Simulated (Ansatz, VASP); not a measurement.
# SnO2: VASP beside Ansatz

```xyz
6
Lattice="4.8197 0.0000 0.0000 0.0000 4.8988 0.0000 0.0000 0.0000 3.2624" Properties=species:S:1:pos:R:3 pbc="T T T"
Sn    2.4099    2.4494    1.6312
Sn    0.0000    0.0000    0.0000
O     1.4067    1.5727    0.0000
O     3.8165    0.8767    1.6312
O     1.0032    4.0221    1.6312
O     3.4131    3.3261    0.0000
```

The cell is a database's computed one.

Alike in both runs: task single point; functional PBEsol; k mesh 4 × 4 × 6; no spin polarisation.

|  | VASP | Ansatz |
| --- | --- | --- |
| version | VASP 6.6.1 | Ansatz 0.2.0 |
| potentials or method | VASP PAW PBE potentials, release 64 (Sn_d, O) | plane waves, PAW |
| plane-wave cutoff (eV) | 520 | 500 |
| occupations | gaussian, width 0.01 eV | fixed |
| valence electrons in the cell | 52 | 52 |

VASP gave:

| Quantity | Value |
| --- | --- |
| pressure (GPa) | -9.0 |
| largest component of the traceless stress (GPa) | 1.30 |

Q: Estimate Ansatz's values.

A: Pressure (GPa): -9.5; largest component of the traceless stress (GPa): 1.50.

Caveats: the PAW data sets were made with another functional, which shifts forces and pressure a little (VASP).
